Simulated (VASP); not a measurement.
# ZnO (zincite) (P6_3mc) in VASP: further runs, part 2 of 3

VASP 6.6.1. Earlier steps stand in the parts before.

## (4) Electric field gradients, PBEsol

Contents of INCAR:

```
  PREC = Accurate
  ENCUT = 500
  EDIFF = 1E-7
  ISMEAR = -1
  SIGMA = 0.02
  LREAL = False
  LASPH = True
  NELM = 60
  ALGO = Normal
  ISIF = 2
  LWAVE = False
  LCHARG = False
  GGA = PS
  LEFG = True
```

Contents of KPOINTS:

```
regular mesh
0
Gamma
  8 8 5
```

Contents of POSCAR:

```
ZnO
1.0
    3.2493080000      0.0000000000      0.0000000000
   -1.6246540000      2.8139832727      0.0000000000
    0.0000000000      0.0000000000      5.2057090000
Zn O
2 2
Direct
    0.3333333333      0.6666666667      0.5000000000
    0.6666666667      0.3333333333      0.0000000000
    0.6666666667      0.3333333333      0.3790100000
    0.3333333333      0.6666666667      0.8790100000
```

Potentials or basis: VASP PAW PBE potentials, release 64 (Zn, O).

Started as:

```bash
$ cat potpaw_PBE.64/Zn/POTCAR potpaw_PBE.64/O/POTCAR > POTCAR
$ mpirun -np 1 vasp_std > vasp.out
```

OUTCAR:

```text
PREC = Accurate
   ENCUT = 500
   EDIFF = 1E-7
   ISMEAR = -1
   LREAL = False
   LASPH = True
   NELM = 60
   ISIF = 2
   GGA = PS

 ion  position               nearest neighbor table
   1  0.333  0.667  0.500-   4 1.97   3 1.98   3 1.98   3 1.98
   2  0.667  0.333  0.000-   3 1.97   4 1.98   4 1.98   4 1.98
   3  0.667  0.333  0.379-   2 1.97   1 1.98   1 1.98   1 1.98
   4  0.333  0.667  0.879-   1 1.97   2 1.98   2 1.98   2 1.98

  LATTYP: Found a hexagonal cell.
 ALAT       =     3.2493080000
 C/A-ratio  =     1.6020977390

  Lattice vectors:

 A1 = (   3.2493080000,   0.0000000000,   0.0000000000)
 A2 = (  -1.6246540000,   2.8139832727,   0.0000000000)
 A3 = (   0.0000000000,   0.0000000000,   5.2057090000)

Analysis of symmetry for initial positions (statically):
=====================================================================
 Subroutine PRICEL returns:
 Original cell was already a primitive cell.

 Routine SETGRP: Setting up the symmetry group for a
 hexagonal supercell.

 Subroutine GETGRP returns: Found 12 space group operations
 (whereof  6 operations were pure point group operations)
 out of a pool of 24 trial point group operations.

The static configuration has the point symmetry C_3v.
 The point group associated with its full space group is C_6v.

Analysis of symmetry for dynamics (positions and initial velocities):
=====================================================================
 Subroutine PRICEL returns:
 Original cell was already a primitive cell.

 Routine SETGRP: Setting up the symmetry group for a
 hexagonal supercell.

 Subroutine GETGRP returns: Found 12 space group operations
 (whereof  6 operations were pure point group operations)
[... 761 lines left out ...]
     22       9.6772      0.00000

 [... further k-points ...]
[... 5 lines left out ...]
  --------------------------------------------------------------------------------------
  -------------------------------------------------------------------------------------
  Total       -0.3372945     -0.3372945      0.1750045      0.0000000     -0.0000000      0.0000000
  in kB      -11.3534424    -11.3534424      5.8907096      0.0000000     -0.0000000      0.0000000
  external PRESSURE =      -5.6053918 kB  Pullay stress =       0.0000000 kB

 VOLUME and BASIS-vectors are now :
 -----------------------------------------------------------------------------
  energy-cutoff  :      500.00
  volume of cell :       47.60
      direct lattice vectors                 reciprocal lattice vectors
     3.249308000  0.000000000  0.000000000     0.307757836  0.177684070  0.000000000
    -1.624654000  2.813983273  0.000000000     0.000000000  0.355368139  0.000000000
     0.000000000  0.000000000  5.205709000     0.000000000  0.000000000  0.192096792

 POSITION                                       TOTAL-FORCE (eV/Angst)
 -----------------------------------------------------------------------------------
     -0.00000      1.87599      2.60285        -0.000000     -0.000000     -0.065312
      1.62465      0.93799      0.00000         0.000000      0.000000     -0.065312
      1.62465      0.93799      1.97302         0.000000     -0.000000      0.065312
     -0.00000      1.87599      4.57587         0.000000      0.000000      0.065312
 -----------------------------------------------------------------------------------
    total drift:                               -0.000000     -0.000000     -0.000689

  FREE ENERGIE OF THE ION-ELECTRON SYSTEM (eV)
  ---------------------------------------------------
  free  energy   TOTEN  =       -19.4097613208 eV

  energy  without entropy=      -19.4097613206  energy(sigma->0) =      -19.40976132

 Electric field gradients (V/A^2)
---------------------------------------------------------------------
 ion       V_xx      V_yy      V_zz      V_xy      V_xz      V_yz
---------------------------------------------------------------------
   1      -0.431    -0.432     0.863    -0.001    -0.000     0.000
   2      -0.431    -0.432     0.863    -0.001     0.000    -0.000
   3       0.944     0.940    -1.884    -0.004    -0.000     0.000
   4       0.944     0.940    -1.884    -0.004     0.000    -0.000
---------------------------------------------------------------------

 Electric field gradients after diagonalization (V/A^2)
 (convention: |V_zz| > |V_xx| > |V_yy|)
----------------------------------------------------------------------
 ion       V_xx      V_yy      V_zz     asymmetry (V_yy - V_xx)/ V_zz
----------------------------------------------------------------------
   1      -0.433    -0.430     0.863       0.003
   2      -0.433    -0.430     0.863       0.003
   3       0.946     0.938    -1.884       0.005
   4       0.946     0.938    -1.884       0.005
----------------------------------------------------------------------

           NMR quadrupolar parameters

 Cq : quadrupolar parameter    Cq=e*Q*V_zz/h
 eta: asymmetry parameters     (V_yy - V_xx)/ V_zz
 Q  : nuclear electric quadrupole moment in mb (millibarn)
----------------------------------------------------------------------
 ion       Cq(MHz)       eta       Q (mb)
----------------------------------------------------------------------
   1       0.002       0.003       1.000
   2       0.002       0.003       1.000
   3      -0.005       0.005       1.000
   4      -0.005       0.005       1.000
----------------------------------------------------------------------
```

stdout:

```text
POSCAR found type information on POSCAR ZnO
 POSCAR found :  2 types and       4 ions
 scaLAPACK will be used
 -----------------------------------------------------------------------------
|                                                                             |
|                                                                             |
|     You enforced a specific xc type in the INCAR file but a different       |
|     I HOPE YOU KNOW WHAT YOU ARE DOING!                                     |
|                                                                             |
 -----------------------------------------------------------------------------

 LDA part: xc-table for (Slater+PW92), standard interpolation
 POSCAR, INCAR and KPOINTS ok, starting setup
 FFT: planning ... GRIDC
 FFT: planning ... GRID_SOFT
 FFT: planning ... GRID
 WAVECAR not read
 entering main loop
ion   1

ion   2

ion   3

ion   4
```

Wall time 13 s (1 thread of Intel Xeon 6975P-C (Granite Rapids), shared host); peak memory 0.17 GiB.

What came out:

```yaml
Free_energy: -19.4098 eV
Pressure: -0.6 GPa
Largest_force: 0.065 eV/Å
Band_gap_on_the_k_mesh: 0.69 eV, direct
```

Forces in eV/Å, atoms in the order of the input:
```
Zn   0.000  0.000 -0.065
Zn   0.000  0.000 -0.065
O    0.000  0.000  0.065
O    0.000  0.000  0.065
```

Stress tensor (GPa, compression positive):
```
-1.14  0.00  0.00
 0.00 -1.14  0.00
 0.00  0.00  0.59
```

Electric field gradients, principal values (V/Å²):
```
atom     Vxx     Vyy     Vzz
1 Zn  -0.430  -0.433   0.863
2 Zn  -0.430  -0.433   0.863
 3 O   0.938   0.946  -1.884
 4 O   0.938   0.946  -1.884
```

Caveat: the PAW data sets were made with another functional, which shifts forces and pressure a little.

## (5) Electric field gradients, PBEsol

Edit INCAR of step 4 so:

```diff
@@ -1,3 +1,3 @@
   PREC = Accurate
-  ENCUT = 500
+  ENCUT = 600
   EDIFF = 1E-7
```

KPOINTS is that of step 4.

POSCAR is that of step 4.

Potentials or basis: VASP PAW PBE potentials, release 64 (Zn, O).

Started as:

```bash
$ cat potpaw_PBE.64/Zn/POTCAR potpaw_PBE.64/O/POTCAR > POTCAR
$ mpirun -np 1 vasp_std > vasp.out
```

OUTCAR:

```text
PREC = Accurate
   ENCUT = 600
   EDIFF = 1E-7
   ISMEAR = -1
   LREAL = False
   LASPH = True
   NELM = 60
   ISIF = 2
   GGA = PS

 ion  position               nearest neighbor table
   1  0.333  0.667  0.500-   4 1.97   3 1.98   3 1.98   3 1.98
   2  0.667  0.333  0.000-   3 1.97   4 1.98   4 1.98   4 1.98
   3  0.667  0.333  0.379-   2 1.97   1 1.98   1 1.98   1 1.98
   4  0.333  0.667  0.879-   1 1.97   2 1.98   2 1.98   2 1.98

  LATTYP: Found a hexagonal cell.
 ALAT       =     3.2493080000
 C/A-ratio  =     1.6020977390

  Lattice vectors:

 A1 = (   3.2493080000,   0.0000000000,   0.0000000000)
 A2 = (  -1.6246540000,   2.8139832727,   0.0000000000)
 A3 = (   0.0000000000,   0.0000000000,   5.2057090000)

Analysis of symmetry for initial positions (statically):
=====================================================================
 Subroutine PRICEL returns:
 Original cell was already a primitive cell.

 Routine SETGRP: Setting up the symmetry group for a
 hexagonal supercell.

 Subroutine GETGRP returns: Found 12 space group operations
 (whereof  6 operations were pure point group operations)
 out of a pool of 24 trial point group operations.

The static configuration has the point symmetry C_3v.
 The point group associated with its full space group is C_6v.

Analysis of symmetry for dynamics (positions and initial velocities):
=====================================================================
 Subroutine PRICEL returns:
 Original cell was already a primitive cell.

 Routine SETGRP: Setting up the symmetry group for a
 hexagonal supercell.

 Subroutine GETGRP returns: Found 12 space group operations
 (whereof  6 operations were pure point group operations)
[... 761 lines left out ...]
     22       9.6755      0.00000

 [... further k-points ...]
[... 5 lines left out ...]
  --------------------------------------------------------------------------------------
  -------------------------------------------------------------------------------------
  Total       -0.3620743     -0.3620743      0.1472054      0.0000000      0.0000000      0.0000000
  in kB      -12.1875371    -12.1875371      4.9549803      0.0000000      0.0000000      0.0000000
  external PRESSURE =      -6.4733646 kB  Pullay stress =       0.0000000 kB

 VOLUME and BASIS-vectors are now :
 -----------------------------------------------------------------------------
  energy-cutoff  :      600.00
  volume of cell :       47.60
      direct lattice vectors                 reciprocal lattice vectors
     3.249308000  0.000000000  0.000000000     0.307757836  0.177684070  0.000000000
    -1.624654000  2.813983273  0.000000000     0.000000000  0.355368139  0.000000000
     0.000000000  0.000000000  5.205709000     0.000000000  0.000000000  0.192096792

 POSITION                                       TOTAL-FORCE (eV/Angst)
 -----------------------------------------------------------------------------------
     -0.00000      1.87599      2.60285         0.000000      0.000000     -0.065066
      1.62465      0.93799      0.00000        -0.000000      0.000000     -0.065066
      1.62465      0.93799      1.97302         0.000000      0.000000      0.065066
     -0.00000      1.87599      4.57587        -0.000000      0.000000      0.065066
 -----------------------------------------------------------------------------------
    total drift:                                0.000000      0.000000     -0.000697

  FREE ENERGIE OF THE ION-ELECTRON SYSTEM (eV)
  ---------------------------------------------------
  free  energy   TOTEN  =       -19.4136494185 eV

  energy  without entropy=      -19.4136494183  energy(sigma->0) =      -19.41364942

 Electric field gradients (V/A^2)
---------------------------------------------------------------------
 ion       V_xx      V_yy      V_zz      V_xy      V_xz      V_yz
---------------------------------------------------------------------
   1      -0.426    -0.424     0.849     0.002     0.000    -0.000
   2      -0.426    -0.424     0.849     0.002    -0.000     0.000
   3       0.940     0.941    -1.881     0.000     0.000    -0.000
   4       0.940     0.941    -1.881     0.000    -0.000     0.000
---------------------------------------------------------------------

 Electric field gradients after diagonalization (V/A^2)
 (convention: |V_zz| > |V_xx| > |V_yy|)
----------------------------------------------------------------------
 ion       V_xx      V_yy      V_zz     asymmetry (V_yy - V_xx)/ V_zz
----------------------------------------------------------------------
   1      -0.427    -0.423     0.849       0.005
   2      -0.427    -0.423     0.849       0.005
   3       0.941     0.940    -1.881       0.000
   4       0.941     0.940    -1.881       0.000
----------------------------------------------------------------------

           NMR quadrupolar parameters

 Cq : quadrupolar parameter    Cq=e*Q*V_zz/h
 eta: asymmetry parameters     (V_yy - V_xx)/ V_zz
 Q  : nuclear electric quadrupole moment in mb (millibarn)
----------------------------------------------------------------------
 ion       Cq(MHz)       eta       Q (mb)
----------------------------------------------------------------------
   1       0.002       0.005       1.000
   2       0.002       0.005       1.000
   3      -0.005       0.000       1.000
   4      -0.005       0.000       1.000
----------------------------------------------------------------------
```

OSZICAR:

```text
N       E                     dE             d eps       ncg     rms          rms(c)
DAV:   1     0.301286264009E+03    0.30129E+03   -0.20635E+04  1328   0.261E+03
DAV:   2     0.103036618139E+02   -0.29098E+03   -0.27992E+03  1416   0.469E+02
DAV:   3    -0.215646690596E+02   -0.31868E+02   -0.31627E+02  1566   0.162E+02
DAV:   4    -0.222066516065E+02   -0.64198E+00   -0.64150E+00  1398   0.245E+01
DAV:   5    -0.222116600080E+02   -0.50084E-02   -0.50081E-02  1572   0.208E+00    0.140E+01
DAV:   6    -0.193293386922E+02    0.28823E+01   -0.10296E+01  2392   0.716E+01    0.910E+00
DAV:   7    -0.194572444773E+02   -0.12791E+00   -0.22777E+00  1394   0.182E+01    0.536E+00
DAV:   8    -0.194686805034E+02   -0.11436E-01   -0.75708E-01  1992   0.867E+00    0.172E+00
DAV:   9    -0.194111591807E+02    0.57521E-01   -0.15511E-01  2106   0.724E+00    0.380E-01
DAV:  10    -0.194136769521E+02   -0.25178E-02   -0.53484E-02  1364   0.178E+00    0.133E-01
DAV:  11    -0.194136223708E+02    0.54581E-04   -0.20252E-03  1864   0.808E-01    0.381E-02
DAV:  12    -0.194136463831E+02   -0.24012E-04   -0.24641E-04  1748   0.381E-01    0.136E-02
DAV:  13    -0.194136491927E+02   -0.28096E-05   -0.22348E-05  1502   0.998E-02    0.823E-03
DAV:  14    -0.194136503535E+02   -0.11608E-05   -0.43572E-06  1512   0.319E-02    0.693E-03
DAV:  15    -0.194136495546E+02    0.79892E-06   -0.15807E-06  1580   0.121E-02    0.189E-03
DAV:  16    -0.194136494477E+02    0.10691E-06   -0.25272E-07  1032   0.433E-03    0.652E-04
DAV:  17    -0.194136494185E+02    0.29164E-07   -0.21107E-08   678   0.294E-03
   1 F= -.19413649E+02 E0= -.19413649E+02  d E =-.236741E-09
```

stdout:

```text
POSCAR found type information on POSCAR ZnO
 POSCAR found :  2 types and       4 ions
 scaLAPACK will be used
 -----------------------------------------------------------------------------
|                                                                             |
|                                                                             |
|     You enforced a specific xc type in the INCAR file but a different       |
|     I HOPE YOU KNOW WHAT YOU ARE DOING!                                     |
|                                                                             |
 -----------------------------------------------------------------------------

 LDA part: xc-table for (Slater+PW92), standard interpolation
 POSCAR, INCAR and KPOINTS ok, starting setup
 FFT: planning ... GRIDC
 FFT: planning ... GRID_SOFT
 FFT: planning ... GRID
 WAVECAR not read
 entering main loop
ion   1

ion   2

ion   3

ion   4
```

Run time: 20 s. Hardware: 1 thread of Intel Xeon 6975P-C (Granite Rapids), shared host; peak memory 0.19 GiB.

Results:

| Quantity | Value |
| --- | --- |
| Free energy | -19.4136 eV |
| Pressure | -0.6 GPa |
| Largest force | 0.065 eV/Å |
| Band gap on the k mesh | 0.69 eV, direct |

Forces on the atoms (eV/Å):
```
Zn   0.000  0.000 -0.065
Zn   0.000  0.000 -0.065
O    0.000  0.000  0.065
O    0.000  0.000  0.065
```

Electric field gradients, principal values (V/Å²):
```csv
atom,Vxx,Vyy,Vzz
1 Zn,-0.423,-0.427,0.849
2 Zn,-0.423,-0.427,0.849
3 O,0.940,0.941,-1.881
4 O,0.940,0.941,-1.881
```

Caveat: the PAW data sets were made with another functional, which shifts forces and pressure a little.

[end of part 2 of 3]
